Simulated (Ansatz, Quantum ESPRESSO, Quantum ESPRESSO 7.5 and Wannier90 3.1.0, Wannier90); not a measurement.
# straight K chain, spacing 4.10 Å: Wannier functions and conductance

Aim: a Wannier model and the conductance steps that follow from it, for this wire: straight K chain, spacing 4.10 Å.

Main program and level: Quantum ESPRESSO 7.5 and Wannier90 3.1.0; plane-wave DFT, PBE, GBRV ultrasoft pseudopotentials (cross-check by Ansatz 0.2.0 with PAW datasets).

## Step 1: Set-up

The cell holds 1 atom: 1 K. Its edges and angles: a = 8.000 Å, b = 8.000 Å, c = 4.100 Å, α = 90.0°, β = 90.0°, γ = 90.0°. Vacuum lies along a and b. The structure's axis is c.

Structure file:

```cif
data_structure
_symmetry_space_group_name_H-M 'P 1'
_symmetry_Int_Tables_number 1
_cell_length_a 8.0000
_cell_length_b 8.0000
_cell_length_c 4.1000
_cell_angle_alpha 90.000
_cell_angle_beta 90.000
_cell_angle_gamma 90.000
_cell_volume 262.40
loop_
_atom_site_label
_atom_site_type_symbol
_atom_site_fract_x
_atom_site_fract_y
_atom_site_fract_z
_atom_site_occupancy
K1 K 0.00000 0.00000 0.00000 1
```

## Step 2: SCF with pw.x

scf.in

```
&control
  prefix = 'scf'
  outdir = './out'
  pseudo_dir = './pseudo'
  calculation = 'scf'
  tprnfor = .true.
/
&system
  ibrav = 0
  nat = 1
  ntyp = 1
  ecutwfc = 34
  ecutrho = 170
  occupations = 'smearing'
  smearing = 'mv'
  degauss = 0.005
/
&electrons
  conv_thr = 1e-07
  mixing_beta = 0.4
  electron_maxstep = 120
  mixing_mode = 'local-TF'
/
ATOMIC_SPECIES
  K   39.0983  k_pbe_v1.4.uspp.F.UPF
CELL_PARAMETERS angstrom
  8.00000000000000 0.00000000000000 0.00000000000000
  0.00000000000000 8.00000000000000 0.00000000000000
  0.00000000000000 0.00000000000000 4.10000000000000
ATOMIC_POSITIONS crystal
  K   0.000000000000 0.000000000000 0.000000000000
K_POINTS automatic
  1 1 16 0 0 0
```

On the command line:

```
OMP_NUM_THREADS=1 mpirun -n 2 pw.x -nk 1 -in scf.in > scf.out
```

What it wrote:

```text
Program PWSCF v.7.5 starts
[citation notice left out]

     Parallel version (MPI & OpenMP), running on       2 processor cores
     Number of MPI processes:                 2
     Threads/MPI process:                     1

     MPI processes distributed on     1 nodes
[...]
Current dimensions of program PWSCF are:
     Max number of different atomic species (ntypx) = 10
     Max number of k-points (npk) =  40000
     Max angular momentum in pseudopotentials (lmaxx) =  4
     Message from routine setup:
     using ibrav=0 with symmetry is DISCOURAGED, use correct ibrav instead

     R & G space division:  proc/nbgrp/npool/nimage =       2
     Subspace diagonalization in iterative solution of the eigenvalue problem:
     a serial algorithm will be used

     Parallelization info
     --------------------
     sticks:   dense  smooth     PW     G-vecs:    dense   smooth      PW
     Min        1546    1234    354                33118    23704    3629
     Max        1547    1235    355                33119    23705    3630
     Sum        3093    2469    709                66237    47409    7259

     Using Slab Decomposition

     bravais-lattice index     =            0
     lattice parameter (alat)  =      15.1178  a.u.
     unit-cell volume          =    1770.7630 (a.u.)^3
     number of atoms/cell      =            1
     number of atomic types    =            1
     number of electrons       =         9.00
     number of Kohn-Sham states=            9
     kinetic-energy cutoff     =      34.0000  Ry
     charge density cutoff     =     170.0000  Ry
     scf convergence threshold =      1.0E-07
     mixing beta               =       0.4000
     number of iterations used =            8  local-TF  mixing
     Exchange-correlation=  SLA  PW   PBX  PBC
                           (   1   4   3   4   0   0   0)

     celldm(1)=  15.117809  celldm(2)=   0.000000  celldm(3)=   0.000000
     celldm(4)=   0.000000  celldm(5)=   0.000000  celldm(6)=   0.000000

     crystal axes: (cart. coord. in units of alat)
               a(1) = (   1.000000   0.000000   0.000000 )
               a(2) = (   0.000000   1.000000   0.000000 )
               a(3) = (   0.000000   0.000000   0.512500 )

     reciprocal axes: (cart. coord. in units 2 pi/alat)
               b(1) = (  1.000000  0.000000  0.000000 )
               b(2) = (  0.000000  1.000000  0.000000 )
               b(3) = (  0.000000  0.000000  1.951220 )

     PseudoPot. # 1 for K  read from file:
     ./pseudo/k_pbe_v1.4.uspp.F.UPF
     Pseudo is Ultrasoft + core correction, Zval =  9.0
     Generated by new atomic code, or converted to UPF format
     Using radial grid of  841 points,  6 beta functions with:
                l(1) =   0
                l(2) =   0
                l(3) =   1
                l(4) =   1
                l(5) =   2
                l(6) =   2
     Q(r) pseudized with  6 coefficients,  rinner =    1.500   1.500   1.500
                                                       1.500   1.500

     atomic species   valence    mass     pseudopotential
     K                 9.00    39.09830     K ( 1.00)

     16 Sym. Ops., with inversion, found

   Cartesian axes

     site n.     atom                  positions (alat units)
         1        K      tau(   1) = (   0.0000000   0.0000000   0.0000000  )

     number of k points=     9  Marzari-Vanderbilt smearing, width (Ry)=  0.0050
                       cart. coord. in units 2pi/alat
        k(    1) = (   0.0000000   0.0000000   0.0000000), wk =   0.1250000
        k(    2) = (   0.0000000   0.0000000   0.1219512), wk =   0.2500000
        k(    3) = (   0.0000000   0.0000000   0.2439024), wk =   0.2500000
        k(    4) = (   0.0000000   0.0000000   0.3658537), wk =   0.2500000
        k(    5) = (   0.0000000   0.0000000   0.4878049), wk =   0.2500000
        k(    6) = (   0.0000000   0.0000000   0.6097561), wk =   0.2500000
        k(    7) = (   0.0000000   0.0000000   0.7317073), wk =   0.2500000
        k(    8) = (   0.0000000   0.0000000   0.8536585), wk =   0.2500000
        k(    9) = (   0.0000000   0.0000000  -0.9756098), wk =   0.1250000

     Dense  grid:    66237 G-vectors     FFT dimensions: (  64,  64,  36)

     Smooth grid:    47409 G-vectors     FFT dimensions: (  60,  60,  30)

     Estimated max dynamical RAM per process >     119.45 MB

     Estimated total dynamical RAM >     238.90 MB

     Initial potential from superposition of free atoms

     starting charge       8.4966, renormalised to       9.0000

     negative rho (up, down):  3.503E-05 0.000E+00
     Starting wfcs are    8 randomized atomic wfcs +    1 random wfcs

     total cpu time spent up to now is        0.4 secs

     per-process dynamical memory:    24.9 Mb

     Self-consistent Calculation

     iteration #  1     ecut=    34.00 Ry     beta= 0.40
     Davidson diagonalization with overlap
     ethr =  1.00E-02,  avg # of iterations =  8.6

     total cpu time spent up to now is        1.3 secs

     total energy              =     -57.03065983 Ry
     estimated scf accuracy    <       0.26936888 Ry

     iteration #  2     ecut=    34.00 Ry     beta= 0.40
[...]
total energy              =     -56.93080239 Ry
     estimated scf accuracy    <       0.16821314 Ry

     iteration #  3     ecut=    34.00 Ry     beta= 0.40
[...]
negative rho (up, down):  2.327E-03 0.000E+00

[...]
total energy              =     -56.95799299 Ry
     estimated scf accuracy    <       0.02031733 Ry

     iteration #  4     ecut=    34.00 Ry     beta= 0.40
[...]
negative rho (up, down):  1.846E-03 0.000E+00

[...]
total energy              =     -56.95712624 Ry
     estimated scf accuracy    <       0.00578737 Ry

     iteration #  5     ecut=    34.00 Ry     beta= 0.40
[...]
negative rho (up, down):  2.409E-04 0.000E+00

[...]
total energy              =     -56.95761100 Ry
     estimated scf accuracy    <       0.00087890 Ry

     iteration #  6     ecut=    34.00 Ry     beta= 0.40
[...]
total energy              =     -56.95809618 Ry
     estimated scf accuracy    <       0.00014646 Ry

     iteration #  7     ecut=    34.00 Ry     beta= 0.40
[...]
c_bands:  1 eigenvalues not converged
[...]
total energy              =     -56.95784929 Ry
     estimated scf accuracy    <       0.00070965 Ry

     iteration #  8     ecut=    34.00 Ry     beta= 0.40
[...]
total energy              =     -56.95794805 Ry
     estimated scf accuracy    <       0.00001767 Ry

     iteration #  9     ecut=    34.00 Ry     beta= 0.40
[...]
total energy              =     -56.95796098 Ry
     estimated scf accuracy    <       0.00000120 Ry

     iteration # 10     ecut=    34.00 Ry     beta= 0.40
[...]
total energy              =     -56.95796295 Ry
     estimated scf accuracy    <       0.00000207 Ry

     iteration # 11     ecut=    34.00 Ry     beta= 0.40
[...]
total energy              =     -56.95796247 Ry
     estimated scf accuracy    <       0.00000140 Ry

     iteration # 12     ecut=    34.00 Ry     beta= 0.40
[...]
total energy              =     -56.95796279 Ry
     estimated scf accuracy    <       0.00000033 Ry

     iteration # 13     ecut=    34.00 Ry     beta= 0.40
[...]
End of self-consistent calculation

          k = 0.0000 0.0000 0.0000 (  5923 PWs)   bands (ev):

   -34.0602 -17.5079 -17.5079 -17.4436  -2.1182   0.5073   0.5073   0.6144
     0.7231

          k = 0.0000 0.0000 0.1220 (  5899 PWs)   bands (ev):

   -34.0600 -17.5071 -17.5071 -17.4481  -2.0761   0.5285   0.5285   0.6575
     0.7562

          k = 0.0000 0.0000 0.2439 (  5899 PWs)   bands (ev):

   -34.0591 -17.5055 -17.5055 -17.4625  -1.9511   0.5904   0.5905   0.7843
     0.8550

          k = 0.0000 0.0000 0.3659 (  5911 PWs)   bands (ev):

   -34.0579 -17.5035 -17.5035 -17.4840  -1.7466   0.6886   0.6886   0.9858
     1.0188

          k = 0.0000 0.0000 0.4878 (  5886 PWs)   bands (ev):

   -34.0564 -17.5082 -17.5006 -17.5006  -1.4680   0.8144   0.8144   1.2342
     1.2450

          k = 0.0000 0.0000 0.6098 (  5946 PWs)   bands (ev):

   -34.0549 -17.5344 -17.4987 -17.4987  -1.1217   0.9534   0.9534   1.4191
     1.5301

[...]
the Fermi energy is    -1.4585 ev

!    total energy              =     -56.95796295 Ry
     estimated scf accuracy    <       0.00000002 Ry
     smearing contrib. (-TS)   =      -0.00020511 Ry
     internal energy E=F+TS    =     -56.95775784 Ry

     The total energy is F=E-TS. E is the sum of the following terms:
     one-electron contribution =     -62.68045452 Ry
     hartree contribution      =      30.47521875 Ry
     xc contribution           =      -8.90361142 Ry
     ewald contribution        =     -15.84891065 Ry

     convergence has been achieved in  13 iterations

     Forces acting on atoms (cartesian axes, Ry/au):

     atom    1 type  1   force =     0.00000000    0.00000000    0.00000000

     Total force =     0.000000     Total SCF correction =     0.000000

[...]
=------------------------------------------------------------------------------=
   JOB DONE.
=------------------------------------------------------------------------------=
```

The job ended after 10 s (2 MPI ranks of Arm Neoverse V1, shared host; peak memory 0.23 GiB).

Numbers from this step:

```
free energy  : -774.9526 eV
Fermi energy : -1.458 eV
```

The program's own clock; routines nest. Time by routine:

```
  routine  wall time (s)  calls
    PWSCF           9.84      1
electrons           9.21      1
  c_bands           4.33     13
  cegterg           4.16    117
    h_psi           3.56    636
     fftw           3.53   7487
 vloc_psi           3.32    636
 sum_band           2.23     13
     newd           1.52     14
  mix_rho           0.92     13
     ffts           0.52    789
 init_run           0.37      1
 v_of_rho           0.33     14
   forces           0.17      1
```

The run needed 13 iterations to bring the estimated error under 1e-07 Ry.

## Step 3: Full uniform mesh without symmetry

Wannier90 needs the states on a whole uniform mesh, listed point by point, without symmetry.

nscf.in

```
&control
  prefix = 'nscf'
  outdir = './out'
  pseudo_dir = './pseudo'
  calculation = 'nscf'
/
&system
  ibrav = 0
  nat = 1
  ntyp = 1
  ecutwfc = 34
  ecutrho = 170
  occupations = 'smearing'
  smearing = 'mv'
  degauss = 0.005
  nosym = .true.
  noinv = .true.
  nbnd = 11
/
&electrons
  conv_thr = 1e-09
  mixing_beta = 0.4
  electron_maxstep = 120
  mixing_mode = 'local-TF'
  diago_full_acc = .true.
/
ATOMIC_SPECIES
  K   39.0983  k_pbe_v1.4.uspp.F.UPF
CELL_PARAMETERS angstrom
  8.00000000000000 0.00000000000000 0.00000000000000
  0.00000000000000 8.00000000000000 0.00000000000000
  0.00000000000000 0.00000000000000 4.10000000000000
ATOMIC_POSITIONS crystal
  K   0.000000000000 0.000000000000 0.000000000000
K_POINTS crystal
8
  0.0000000000 0.0000000000 0.0000000000 0.125
  0.0000000000 0.0000000000 0.1250000000 0.125
  0.0000000000 0.0000000000 0.2500000000 0.125
  0.0000000000 0.0000000000 0.3750000000 0.125
  0.0000000000 0.0000000000 0.5000000000 0.125
  0.0000000000 0.0000000000 0.6250000000 0.125
  0.0000000000 0.0000000000 0.7500000000 0.125
  0.0000000000 0.0000000000 0.8750000000 0.125
```

On the command line:

```
cp -r out/scf.save out/nscf.save
cp out/scf.xml out/nscf.xml
OMP_NUM_THREADS=1 mpirun -n 2 pw.x -nk 1 -in nscf.in > nscf.out
```

What it wrote:

```text
[banner, memory and clock lines left out]
Program PWSCF v.7.5 starts
[citation notice left out]

[...]
bravais-lattice index     =            0
     lattice parameter (alat)  =      15.1178  a.u.
     unit-cell volume          =    1770.7630 (a.u.)^3
     number of atoms/cell      =            1
     number of atomic types    =            1
     number of electrons       =         9.00
     number of Kohn-Sham states=           11
     kinetic-energy cutoff     =      34.0000  Ry
     charge density cutoff     =     170.0000  Ry
     Exchange-correlation=  SLA  PW   PBX  PBC
                           (   1   4   3   4   0   0   0)

[...]
PseudoPot. # 1 for K  read from file:
     ./pseudo/k_pbe_v1.4.uspp.F.UPF
     Pseudo is Ultrasoft + core correction, Zval =  9.0
     Generated by new atomic code, or converted to UPF format
     Using radial grid of  841 points,  6 beta functions with:
                l(1) =   0
                l(2) =   0
                l(3) =   1
                l(4) =   1
                l(5) =   2
                l(6) =   2
     Q(r) pseudized with  6 coefficients,  rinner =    1.500   1.500   1.500
                                                       1.500   1.500

     atomic species   valence    mass     pseudopotential
     K                 9.00    39.09830     K ( 1.00)

     No symmetry found

[...]
number of k points=     8  Marzari-Vanderbilt smearing, width (Ry)=  0.0050
[...]
Dense  grid:    66237 G-vectors     FFT dimensions: (  64,  64,  36)

     Smooth grid:    47409 G-vectors     FFT dimensions: (  60,  60,  30)

     The potential is recalculated from file :
     ./out/nscf.save/charge-density

     Starting wfcs are    8 randomized atomic wfcs +    3 random wfcs

     Band Structure Calculation
     Davidson diagonalization with overlap
     c_bands:  2 eigenvalues not converged
     c_bands:  3 eigenvalues not converged
     c_bands:  2 eigenvalues not converged
     c_bands:  2 eigenvalues not converged

     ethr =  1.11E-11,  avg # of iterations =109.6

     End of band structure calculation

          k = 0.0000 0.0000 0.0000 (  5923 PWs)   bands (ev):

   -34.0579 -17.5059 -17.5059 -17.4415  -2.1180   0.5074   0.5074   0.6147
     0.7233   1.8972   2.6078

          k = 0.0000 0.0000 0.2439 (  5899 PWs)   bands (ev):

   -34.0568 -17.5035 -17.5035 -17.4604  -1.9509   0.5905   0.5905   0.7846
     0.8551   2.0066   2.6632

[...]
the Fermi energy is    -1.4583 ev
     (compare with:    -1.4585 eV, computed in scf)

[...]
```

Run time: 9.7 s. Hardware: 2 MPI ranks; peak memory 0.14 GiB.

The program's own clock; routines nest. Time by routine:

```
     routine  wall time (s)  calls
       PWSCF           9.17      1
   electrons           8.84      1
     c_bands           8.84      1
     cegterg           8.71     45
       h_psi           7.01    930
    vloc_psi           6.58    930
        fftw           6.06  12590
    init_run           0.24      1
h_psi:calbec           0.22    930
      calbec           0.21    930
  add_vuspsi           0.19    930
       s_psi           0.18    930
     cdiaghg           0.13    885
        newd           0.11      1
```

(Continued in part 2 of 5.)

[Logs are printed without paths, hosts, clocks, repeated set-up lines and the standing remarks that a program may print on its own settings, such as how far it seeks lower states.]

[Hosts, paths, dates, database ids (printed as entryN), source tags and the programs' standing remarks are cut or masked in the printed files.]

[Maps of the electrostatic potential energy from Ansatz leave out the sawtooth potential of an applied field or a dipole correction, so their vacuum need not be flat; planar profiles and work functions include it.]
